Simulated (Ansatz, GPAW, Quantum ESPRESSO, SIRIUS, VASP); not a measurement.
# ZnS: 5 runs at one level of theory

```
Zn S
1.0
     0.00000    2.70200    2.70200
     2.70200    0.00000    2.70200
     2.70200    2.70200    0.00000
Zn S
1 1
Direct
  0.75000 0.75000 0.75000
  0.00000 0.00000 0.00000
```

Alike in all runs: task single point; functional PBEsol; k mesh 9 × 9 × 9; occupations fermi-dirac, width 0.05 eV; no spin polarisation; no spin-orbit coupling. Pressure is positive in compression and, in plane waves, holds the error of the finite cutoff.

```tsv
program and potentials	plane-wave cutoff (eV)	notes	pressure (GPa)
VASP, PBE PAW files S, Zn, 520 eV	520	potentials made for PBE; 9 valence electrons an atom on average	-1.77
Ansatz, all-electron LAPW, scalar-relativistic	-	-	-1.97
Quantum ESPRESSO, GBRV 1.5 PBEsol	762	13 valence electrons an atom on average	-1.89
SIRIUS, PseudoDojo 0.4.1 PBEsol standard (scalar relativistic)	1152	13 valence electrons an atom on average	-2.03
GPAW, PAW data sets generated for this functional	600	9 valence electrons an atom on average	-1.99
```

The pressure spans -2.03 (SIRIUS, PseudoDojo 0.4.1 PBEsol standard (scalar relativistic)) to -1.77 GPa (VASP, PBE PAW files S, Zn, 520 eV), with all-electron results at -1.97.

The functional is the same throughout but for its coding, so the spread measures potentials, basis and numerics; runs on potential files found faulty are left out.

All five runs put the zinc blende cell under tension, so PBEsol favours a smaller volume than the one used here. The scatter between codes is small beside the pressure itself, which makes the tension a property of the functional at this geometry rather than of any one potential.

The GPAW value of -1.99 GPa lies closest to the all-electron result, although it treats fewer electrons as valence than the GBRV and PseudoDojo sets, which fall on either side of it. Freezing the Zn 3s and 3p shells therefore need not spoil the pressure, provided the 3d shell, which overlaps the bonding region, stays in the valence.

VASP departs most from the all-electron value, towards weaker tension. An incomplete plane-wave basis usually makes the pressure too negative, so the cutoff is an unlikely cause. The mismatch between PBE cores and a PBEsol valence is one possibility, other details of the potentials another. A single volume gives no bulk modulus, and so not the size of the contraction.
